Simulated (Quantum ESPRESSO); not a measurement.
# CdS (Hawleyite) (F-43m) in Quantum ESPRESSO: further runs, part 3 of 3

Quantum ESPRESSO 7.5. The steps go on from the part before.

### Step 4. Dielectric tensor, LDA

File pw.in:

```
&CONTROL
  calculation = 'scf'
  prefix = 'pwscf'
  outdir = './tmp'
  pseudo_dir = './pseudo'
  tprnfor = .true.
  tstress = .true.
  disk_io = 'low'
/
&SYSTEM
  ibrav = 0
  nat = 2
  ntyp = 2
  ecutwfc = 45
  ecutrho = 360
  nbnd = 15
  occupations = 'smearing'
  smearing = 'fd'
  degauss = 0.00367493
/
&ELECTRONS
  conv_thr = 4d-10
  electron_maxstep = 120
  mixing_beta = 0.5
/
ATOMIC_SPECIES
Cd   112.4140 cd_lda_v1.uspp.F.UPF
S     32.0600 s_lda_v1.4.uspp.F.UPF
CELL_PARAMETERS angstrom
   0.0000000000    2.9165000000    2.9165000000
   2.9165000000    0.0000000000    2.9165000000
   2.9165000000    2.9165000000    0.0000000000
ATOMIC_POSITIONS angstrom
Cd     0.0000000000    0.0000000000    0.0000000000
S      4.3747500000    4.3747500000    4.3747500000
K_POINTS automatic
8 8 8 1 1 1
```

File gamma.in:

```
&CONTROL
  calculation = 'bands'
  prefix = 'pwscf'
  outdir = './tmp'
  pseudo_dir = './pseudo'
  disk_io = 'low'
  verbosity = 'high'
/
&SYSTEM
  ibrav = 0
  nat = 2
  ntyp = 2
  ecutwfc = 45
  ecutrho = 360
  nbnd = 15
  occupations = 'smearing'
  smearing = 'fd'
  degauss = 0.00367493
/
&ELECTRONS
  conv_thr = 1d-08
  electron_maxstep = 120
  mixing_beta = 0.5
  diago_full_acc = .true.
  startingwfc = 'random'
/
ATOMIC_SPECIES
Cd   112.4140 cd_lda_v1.uspp.F.UPF
S     32.0600 s_lda_v1.4.uspp.F.UPF
CELL_PARAMETERS angstrom
   0.0000000000    2.9165000000    2.9165000000
   2.9165000000    0.0000000000    2.9165000000
   2.9165000000    2.9165000000    0.0000000000
ATOMIC_POSITIONS angstrom
Cd     0.0000000000    0.0000000000    0.0000000000
S      4.3747500000    4.3747500000    4.3747500000
K_POINTS crystal
1
0.0 0.0 0.0 1
```

File scf2.in:

```
&CONTROL
  calculation = 'scf'
  prefix = 'pwscf'
  outdir = './tmp'
  pseudo_dir = './pseudo'
  tprnfor = .true.
  tstress = .true.
  disk_io = 'low'
/
&SYSTEM
  ibrav = 0
  nat = 2
  ntyp = 2
  ecutwfc = 45
  ecutrho = 360
  nbnd = 15
  occupations = 'fixed'
/
&ELECTRONS
  conv_thr = 1d-13
  electron_maxstep = 120
  mixing_beta = 0.5
  startingpot = 'file'
/
ATOMIC_SPECIES
Cd   112.4140 cd_lda_v1.uspp.F.UPF
S     32.0600 s_lda_v1.4.uspp.F.UPF
CELL_PARAMETERS angstrom
   0.0000000000    2.9165000000    2.9165000000
   2.9165000000    0.0000000000    2.9165000000
   2.9165000000    2.9165000000    0.0000000000
ATOMIC_POSITIONS angstrom
Cd     0.0000000000    0.0000000000    0.0000000000
S      4.3747500000    4.3747500000    4.3747500000
K_POINTS automatic
8 8 8 1 1 1
```

File ph.in:

```
dielectric of CdS
&INPUTPH
  prefix = 'pwscf'
  outdir = './tmp'
  tr2_ph = 1d-18
  fildyn = 'dyn'
  niter_ph = 90
  alpha_mix(1) = 0.7
  epsil = .true.
  trans = .false.
  zeu = .true.
/
0.0000000000 0.0000000000 0.0000000000
```

Potentials or basis: GBRV 1.5 LDA.

On the command line:

```bash
OMP_NUM_THREADS=1 pw.x -in pw.in > pw.out
OMP_NUM_THREADS=1 pw.x -in gamma.in > gamma.out
OMP_NUM_THREADS=1 pw.x -in scf2.in > scf2.out
OMP_NUM_THREADS=1 ph.x -in ph.in > ph.out
```

pw.out:

```text
This program is part of the open-source Quantum ESPRESSO suite
     for quantum simulation of materials; please cite
[... 9 lines left out ...]
     --------------------
     sticks:   dense  smooth     PW     G-vecs:    dense   smooth      PW
     Sum        1507     745    241                38709    13635    2421

     Using Slab Decomposition

     bravais-lattice index     =            0
     lattice parameter (alat)  =       7.7943  a.u.
     unit-cell volume          =     334.8209 (a.u.)^3
     number of atoms/cell      =            2
     number of atomic types    =            2
     number of electrons       =        18.00
     number of Kohn-Sham states=           15
     kinetic-energy cutoff     =      45.0000  Ry
     charge density cutoff     =     360.0000  Ry
     scf convergence threshold =      4.0E-10
     mixing beta               =       0.5000
     number of iterations used =            8  plain     mixing
     Exchange-correlation=  SLA  PZ   NOGX NOGC
                           (   1   1   0   0   0   0   0)

     celldm(1)=   7.794277  celldm(2)=   0.000000  celldm(3)=   0.000000
     celldm(4)=   0.000000  celldm(5)=   0.000000  celldm(6)=   0.000000

     crystal axes: (cart. coord. in units of alat)
               a(1) = (   0.000000   0.707107   0.707107 )
               a(2) = (   0.707107   0.000000   0.707107 )
               a(3) = (   0.707107   0.707107   0.000000 )

     reciprocal axes: (cart. coord. in units 2 pi/alat)
               b(1) = ( -0.707107  0.707107  0.707107 )
               b(2) = (  0.707107 -0.707107  0.707107 )
               b(3) = (  0.707107  0.707107 -0.707107 )

     PseudoPot. # 1 for Cd read from file:
[... 122 lines left out ...]
     Davidson diagonalization with overlap
     ethr =  5.92E-04,  avg # of iterations =  2.2

     negative rho (up, down):  1.844E-02 0.000E+00
[... 19 lines left out ...]
     total energy              =    -138.69700747 Ry
     estimated scf accuracy    <       0.00096712 Ry

     iteration #  4     ecut=    45.00 Ry     beta= 0.50
     Davidson diagonalization with overlap
     c_bands:  1 eigenvalues not converged
     ethr =  5.37E-06,  avg # of iterations =  5.2

     negative rho (up, down):  1.884E-02 0.000E+00

     total energy              =    -138.69712957 Ry
     estimated scf accuracy    <       0.00005003 Ry
[... 28 lines left out ...]
     iteration #  8     ecut=    45.00 Ry     beta= 0.50
     Davidson diagonalization with overlap
     ethr =  3.50E-10,  avg # of iterations =  5.5

     negative rho (up, down):  1.888E-02 0.000E+00

     End of self-consistent calculation

          k = 0.0442 0.0442 0.0442 (  1726 PWs)   bands (ev):

    -7.0369  -2.3926  -2.3926  -2.3866  -1.9109  -1.9109   4.9359   5.3138
     5.3138   6.5415  11.5580  11.7052  11.7052  16.4666  16.6158
[... 293 lines left out ...]
    -6.5762  -2.2628  -2.2455  -1.9001  -1.8794  -1.4923   0.9236   3.9684
     4.4392   8.6968  11.4609  12.4762  12.7555  16.4731  17.0822

     the Fermi energy is     5.9544 ev

!    total energy              =    -138.69717738 Ry
     estimated scf accuracy    <          3.8E-10 Ry
     smearing contrib. (-TS)   =      -0.00000001 Ry
     internal energy E=F+TS    =    -138.69717737 Ry

     The total energy is F=E-TS. E is the sum of the following terms:
     one-electron contribution =     -38.45074204 Ry
     hartree contribution      =      32.48745656 Ry
     xc contribution           =     -47.38749158 Ry
     ewald contribution        =     -85.34640031 Ry

     convergence has been achieved in   8 iterations

     negative rho (up, down):  1.888E-02 0.000E+00

     Forces acting on atoms (cartesian axes, Ry/au):

     atom    1 type  1   force =     0.00000000    0.00000000    0.00000000
     atom    2 type  2   force =     0.00000000    0.00000000    0.00000000

     Total force =     0.000000     Total SCF correction =     0.000000

     Computing stress (Cartesian axis) and pressure

     negative rho (up, down):  1.888E-02 0.000E+00
          total   stress  (Ry/bohr**3)                   (kbar)     P=      -21.41
  -0.00014552   0.00000000   0.00000000          -21.41        0.00        0.00
   0.00000000  -0.00014552  -0.00000000            0.00      -21.41       -0.00
  -0.00000000  -0.00000000  -0.00014552           -0.00       -0.00      -21.41

=------------------------------------------------------------------------------=
   JOB DONE.
=------------------------------------------------------------------------------=
```

scf2.out:

```text
This program is part of the open-source Quantum ESPRESSO suite
     for quantum simulation of materials; please cite
[... 9 lines left out ...]
     --------------------
     sticks:   dense  smooth     PW     G-vecs:    dense   smooth      PW
     Sum        1507     745    241                38709    13635    2421
[... 639 lines left out ...]
  -0.00014533   0.00000000   0.00000000          -21.38        0.00        0.00
   0.00000000  -0.00014533   0.00000000            0.00      -21.38        0.00
   0.00000000   0.00000000  -0.00014533            0.00        0.00      -21.38

=------------------------------------------------------------------------------=
   JOB DONE.
=------------------------------------------------------------------------------=
```

It took 14 min on 1 thread of Intel Xeon at 2.50GHz (Skylake/Cascade Lake), shared host; peak memory 0.19 GiB.

What came out:

* Free energy: -1887.0712 eV
* Pressure: -2.1 GPa
* Electronic dielectric tensor (diagonal): 6.77
* Born charges (mean of the diagonal): Cd +2.19; S -2.19 e

Levels at points of the mesh, in eV from the valence-band top:
| k point | band 5 | band 6 | band 7 | band 8 | band 9 | band 10 | band 11 | band 12 | band 13 | band 14 |
| --- | --- | --- | --- | --- | --- | --- | --- | --- | --- | --- |
| (0.06, 0.06, 0.06) | -7.22 | -7.22 | -0.38 | 0.00 | 0.00 | 1.23 | 6.24 | 6.39 | 6.39 | 11.15 |

Electronic dielectric tensor:
```
6.77 0.00 0.00
0.00 6.77 0.00
0.00 0.00 6.77
```

Born effective charge tensors (e):
atom 1, Cd
```
2.19 0.00 0.00
0.00 2.19 0.00
0.00 0.00 2.19
```
atom 2, S
```
-2.19  0.00  0.00
 0.00 -2.19  0.00
 0.00  0.00 -2.19
```

### Step 5. Dielectric tensor, PBE

Changes to pw.in since step 4:

```diff
@@ -26,4 +26,4 @@
 ATOMIC_SPECIES
-Cd   112.4140 cd_lda_v1.uspp.F.UPF
-S     32.0600 s_lda_v1.4.uspp.F.UPF
+Cd   112.4140 cd_pbe_v1.uspp.F.UPF
+S     32.0600 s_pbe_v1.4.uspp.F.UPF
 CELL_PARAMETERS angstrom
```

Changes to gamma.in since step 4:

```diff
@@ -27,4 +27,4 @@
 ATOMIC_SPECIES
-Cd   112.4140 cd_lda_v1.uspp.F.UPF
-S     32.0600 s_lda_v1.4.uspp.F.UPF
+Cd   112.4140 cd_pbe_v1.uspp.F.UPF
+S     32.0600 s_pbe_v1.4.uspp.F.UPF
 CELL_PARAMETERS angstrom
```

Changes to scf2.in since step 4:

```diff
@@ -25,4 +25,4 @@
 ATOMIC_SPECIES
-Cd   112.4140 cd_lda_v1.uspp.F.UPF
-S     32.0600 s_lda_v1.4.uspp.F.UPF
+Cd   112.4140 cd_pbe_v1.uspp.F.UPF
+S     32.0600 s_pbe_v1.4.uspp.F.UPF
 CELL_PARAMETERS angstrom
```

ph.in is that of step 4.

Potentials or basis: GBRV 1.5 PBE.

On the command line:

```bash
OMP_NUM_THREADS=1 pw.x -in pw.in > pw.out
OMP_NUM_THREADS=1 pw.x -in gamma.in > gamma.out
OMP_NUM_THREADS=1 pw.x -in scf2.in > scf2.out
OMP_NUM_THREADS=1 ph.x -in ph.in > ph.out
```

pw.out:

```text
This program is part of the open-source Quantum ESPRESSO suite
     for quantum simulation of materials; please cite
[... 9 lines left out ...]
     --------------------
     sticks:   dense  smooth     PW     G-vecs:    dense   smooth      PW
     Sum        1507     745    241                38709    13635    2421

     Using Slab Decomposition

     bravais-lattice index     =            0
     lattice parameter (alat)  =       7.7943  a.u.
     unit-cell volume          =     334.8209 (a.u.)^3
     number of atoms/cell      =            2
     number of atomic types    =            2
     number of electrons       =        18.00
     number of Kohn-Sham states=           15
     kinetic-energy cutoff     =      45.0000  Ry
     charge density cutoff     =     360.0000  Ry
     scf convergence threshold =      4.0E-10
     mixing beta               =       0.5000
     number of iterations used =            8  plain     mixing
     Exchange-correlation=  SLA  PW   PBX  PBC
                           (   1   4   3   4   0   0   0)

     celldm(1)=   7.794277  celldm(2)=   0.000000  celldm(3)=   0.000000
     celldm(4)=   0.000000  celldm(5)=   0.000000  celldm(6)=   0.000000

     crystal axes: (cart. coord. in units of alat)
               a(1) = (   0.000000   0.707107   0.707107 )
               a(2) = (   0.707107   0.000000   0.707107 )
               a(3) = (   0.707107   0.707107   0.000000 )

     reciprocal axes: (cart. coord. in units 2 pi/alat)
               b(1) = ( -0.707107  0.707107  0.707107 )
               b(2) = (  0.707107 -0.707107  0.707107 )
               b(3) = (  0.707107  0.707107 -0.707107 )
[... 109 lines left out ...]

     starting charge      17.4999, renormalised to      18.0000

     negative rho (up, down):  2.029E-02 0.000E+00
     Starting wfcs are   13 randomized atomic wfcs +    2 random wfcs

     Self-consistent Calculation

     iteration #  1     ecut=    45.00 Ry     beta= 0.50
     Davidson diagonalization with overlap
     ethr =  1.00E-02,  avg # of iterations =  6.4

     Threshold (ethr) on eigenvalues was too large:
     Diagonalizing with lowered threshold

     Davidson diagonalization with overlap
     ethr =  6.39E-04,  avg # of iterations =  1.6

     negative rho (up, down):  1.973E-02 0.000E+00
[... 58 lines left out ...]
     iteration #  8     ecut=    45.00 Ry     beta= 0.50
     Davidson diagonalization with overlap
     ethr =  2.05E-10,  avg # of iterations =  4.1

     negative rho (up, down):  2.035E-02 0.000E+00

     End of self-consistent calculation

          k = 0.0442 0.0442 0.0442 (  1726 PWs)   bands (ev):

    -6.7498  -2.0816  -2.0816  -2.0749  -1.6060  -1.6060   5.2676   5.5966
     5.5966   7.0591  12.0431  12.1835  12.1835  16.8288  17.2785
[... 293 lines left out ...]
    -6.3094  -1.9519  -1.9359  -1.5939  -1.5745  -1.1904   1.3268   4.2973
     4.7438   9.2086  11.9503  12.9329  13.2738  17.0276  17.4811

     the Fermi energy is     6.3551 ev

!    total energy              =    -138.91507111 Ry
     estimated scf accuracy    <          2.9E-10 Ry
     smearing contrib. (-TS)   =      -0.00000000 Ry
     internal energy E=F+TS    =    -138.91507111 Ry

     The total energy is F=E-TS. E is the sum of the following terms:
     one-electron contribution =     -38.36075825 Ry
     hartree contribution      =      32.67176253 Ry
     xc contribution           =     -47.87967508 Ry
     ewald contribution        =     -85.34640031 Ry

     convergence has been achieved in   8 iterations

     negative rho (up, down):  2.035E-02 0.000E+00

     Forces acting on atoms (cartesian axes, Ry/au):

     atom    1 type  1   force =     0.00000000    0.00000000    0.00000000
     atom    2 type  2   force =    -0.00000000   -0.00000000   -0.00000000

     Total force =     0.000000     Total SCF correction =     0.000000

     Computing stress (Cartesian axis) and pressure

     negative rho (up, down):  2.035E-02 0.000E+00
          total   stress  (Ry/bohr**3)                   (kbar)     P=       31.63
   0.00021502   0.00000000  -0.00000000           31.63        0.00       -0.00
   0.00000000   0.00021502   0.00000000            0.00       31.63        0.00
  -0.00000000  -0.00000000   0.00021502           -0.00       -0.00       31.63

=------------------------------------------------------------------------------=
   JOB DONE.
=------------------------------------------------------------------------------=
```

gamma.out:

```text
This program is part of the open-source Quantum ESPRESSO suite
     for quantum simulation of materials; please cite
         "P. Giannozzi et al., J. Phys.:Condens. Matter 21 395502 (2009);
         "P. Giannozzi et al., J. Phys.:Condens. Matter 29 465901 (2017);
         "P. Giannozzi et al., J. Chem. Phys. 152 154105 (2020);
     in publications or presentations arising from this work. More details at
[... 350 lines left out ...]

          k = 0.0000 0.0000 0.0000 (  1687 PWs)   bands (ev):

    -6.7662  -2.0875  -2.0875  -2.0875  -1.6055  -1.6055   5.6294   5.6294
     5.6294   6.7431  12.1287  12.1287  12.1287  17.0416  17.0416

=------------------------------------------------------------------------------=
   JOB DONE.
=------------------------------------------------------------------------------=
```

Run time: 12 min. Hardware: 1 thread of Intel Xeon at 2.50GHz (Skylake/Cascade Lake), shared host; peak memory 0.19 GiB.

Results:

| Item | Value |
| --- | --- |
| Free energy | -1890.0358 eV |
| Pressure | 3.2 GPa |
| Electronic dielectric tensor (diagonal) | 6.19 |
| Born charges (mean of the diagonal) | Cd +2.18; S -2.18 e |

Electronic dielectric tensor:
```
6.19 0.00 0.00
0.00 6.19 0.00
0.00 0.00 6.19
```

Born effective charge tensors (e):
atom 1, Cd
```
2.18 0.00 0.00
0.00 2.18 0.00
0.00 0.00 2.18
```
atom 2, S
```
-2.18  0.00  0.00
 0.00 -2.18  0.00
 0.00  0.00 -2.18
```

Caveat: the cell is more than 3 GPa from zero pressure, which shifts response properties.

### Step 6. The runs side by side

```tsv
task	level	potentials or basis	cell	k mesh	form of the LDA correlation	q mesh	pressure (GPa)
phonon dispersion	LDA	GBRV 1.5 LDA	relaxed	4 × 4 × 4, shifted	PZ81	2 × 2 × 2	0.0
phonon dispersion	PBE	GBRV 1.5 PBE	relaxed	4 × 4 × 4, shifted	-	2 × 2 × 2	0.0
dielectric tensor	LDA	GBRV 1.5 LDA	as given	8 × 8 × 8, shifted	PZ81	-	-2.1
dielectric tensor	PBE	GBRV 1.5 PBE	as given	8 × 8 × 8, shifted	-	-	3.2
```

Alike in all rows: no spin polarisation; cutoff (eV) 612; smearing fermi-dirac 0.05 eV.

Caveats: the cell is more than 3 GPa from zero pressure, which shifts response properties (some runs).

Total energies depend on the potentials used, so only differences within one code and one set of settings carry meaning.
